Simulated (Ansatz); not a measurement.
# SiNi: the cost of one run

Method: DFT PBE, scalar-relativistic, plane waves, PAW, in Ansatz 0.2.0.

## Step 1: The structure to begin with

It takes space group P2_13 (No. 198, cubic). Conventional cell: a = 4.497 Å, b = 4.497 Å, c = 4.497 Å, α = 90.00°, β = 90.00°, γ = 90.00°. Around Si (site symmetry 3) lie 7 Ni at 2.23 to 2.47 Å. Ni (site symmetry 3) is surrounded by 7 Si at 2.23 to 2.47 Å.

Coordinates:

```cif
data_structure
_symmetry_space_group_name_H-M 'P 1'
_symmetry_Int_Tables_number 1
_cell_length_a 4.4968
_cell_length_b 4.4968
_cell_length_c 4.4968
_cell_angle_alpha 90.000
_cell_angle_beta 90.000
_cell_angle_gamma 90.000
_cell_volume 90.93
loop_
_atom_site_label
_atom_site_type_symbol
_atom_site_fract_x
_atom_site_fract_y
_atom_site_fract_z
_atom_site_occupancy
Si1 Si 0.86010 0.86010 0.86010 1
Si2 Si 0.63990 0.13990 0.36010 1
Si3 Si 0.36010 0.63990 0.13990 1
Si4 Si 0.13990 0.36010 0.63990 1
Ni1 Ni 0.14700 0.14700 0.14700 1
Ni2 Ni 0.35300 0.85300 0.64700 1
Ni3 Ni 0.64700 0.35300 0.85300 1
Ni4 Ni 0.85300 0.64700 0.35300 1
```

The structure comes from the Crystallography Open Database.

## Step 2: Ground state at the listed geometry

The input, input.yaml:

```yaml
crystal:
  lattice:
    - [4.49678, 0.0, 0.0]
    - [0.0, 4.49678, 0.0]
    - [0.0, 0.0, 4.49678]
  atoms:
    - { symbol: Si, position: [0.8601, 0.8601, 0.8601] }
    - { symbol: Si, position: [0.6399, 0.1399, 0.3601] }
    - { symbol: Si, position: [0.3601, 0.6399, 0.1399] }
    - { symbol: Si, position: [0.1399, 0.3601, 0.6399] }
    - { symbol: Ni, position: [0.147, 0.147, 0.147], spin: 2.0 }
    - { symbol: Ni, position: [0.353, 0.853, 0.647], spin: 2.0 }
    - { symbol: Ni, position: [0.647, 0.353, 0.853], spin: 2.0 }
    - { symbol: Ni, position: [0.853, 0.647, 0.353], spin: 2.0 }
magnetization:
  spin_polarized: true
basis:
  ecutwfc: 500
  fft_grid_basis: typed
kpoints:
  mp_grid: { grid: [8, 8, 8] }
hamiltonian:
  xc: pbe
  pseudopotentials: { kind: paw }
scf:
  occupations: { method: gaussian, width: 0.05 }
output:
  forces: true
  stress: true
  eigenvalues: true
  bader: true
  write_density: true
  volumetric_format: npy
  populations: true
  elf: true
```

Launch:

```bash
$ ansatz run input.yaml --threads 2 --pin off --max-ram 4096MiB --backend cpu --events-out ev --progress --plain --runs-dir out
```

**Question.** How long does this run take on 2 threads of Arm Neoverse N1, shared host, and how much memory does it need?

About 3.4 min, with a peak of 0.67 GiB.
